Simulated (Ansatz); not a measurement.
Input:

MgAl$_{2}$O$_{4}$:
```cif
data_Al16Mg8O32
_chemical_formula_sum 'Mg8 Al16 O32'
_space_group_name_H-M_alt 'Fd-3m :1'
_space_group_IT_number 227
_space_group_name_Hall 'F 4d 2 3 -1d'
_cell_length_a 8.10507
_cell_length_b 8.10507
_cell_length_c 8.10507
_cell_angle_alpha 90.000
_cell_angle_beta 90.000
_cell_angle_gamma 90.000
loop_
_atom_site_label
_atom_site_type_symbol
_atom_site_symmetry_multiplicity
_atom_site_Wyckoff_symbol
_atom_site_fract_x
_atom_site_fract_y
_atom_site_fract_z
_atom_site_occupancy
Mg1 Mg 8 a 0.00000 0.00000 0.00000 1
Al1 Al 16 d 0.62500 0.62500 0.62500 1
O1 O 32 e 0.38855 0.38855 0.38855 1
```
(The calculation used a cell of 14 atoms; values per cell refer to that cell.)

This is the PBEsol-relaxed structure.

Problem. All from the program Ansatz at the PBEsol level (PAW), unless another level is named. Give the electronic dielectric constant ε∞ (DFPT).

Solution. 3.11.

Problem. Predict the Born charges (a third of the trace).

Solution. Mg +2.04, Al +2.79, O -1.90 e.

Problem. Give the static dielectric constant ε0 (ions relaxed, cell fixed).

Solution. 8.31.

Symmetry was held in the PBEsol relaxation.

Potentials: the earlier of the program's two PAW sets. The files were generated under PBE; for other functionals the program regenerates the frozen cores, and for LDA and PBEsol the local potential too.
